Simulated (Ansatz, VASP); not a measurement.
## AlPt: VASP beside Ansatz

```
Al Pt
1.0
     3.06231    0.00000    0.00000
     0.00000    3.05944    0.00004
     0.00000    0.00004    3.05993
Al Pt
1 1
Cartesian
  0.0000 0.0000 0.0000
  1.5312 1.5297 1.5300
```

Measurements of this composition are mostly on another form, of space group No. 198.

Alike in both runs: task single point; functional PBEsol; k mesh 12 × 12 × 12; occupations gaussian, width 0.15 eV; no spin polarisation; Hubbard terms Pt d U = 4.0 eV.

|  | VASP | Ansatz |
| --- | --- | --- |
| version | VASP 6.6.1 | Ansatz 0.2.0 |
| potentials or method | VASP PAW PBE potentials, release 64 (Al, Pt) | scalar-relativistic, plane waves, PAW |
| plane-wave cutoff (eV) | 520 | 420 |
| valence electrons in the cell | 13 | 21 |

VASP gave:

```
gap on the k mesh at the Fermi level (eV) : none
pressure (GPa)                            : -6.6
```

Task: Estimate Ansatz's values.

Result: gap on the k mesh at the Fermi level (eV): none; pressure (GPa): 0.2.

The programs project onto different local orbitals, so the same U acts differently. A gap of «none» marks a metal or a gap that the smearing closes. The two sets of potentials don't hold the same shells in valence. Ansatz warned: «filled_band_counts_differ_across_k_points».

Caveats: the PAW data sets were made with another functional, which shifts forces and pressure a little (VASP); U without spin polarisation on a metal has little footing; the U is typed as a test and isn't derived for this compound. The runs have no spin-orbit coupling, so splittings on Pt are missing.
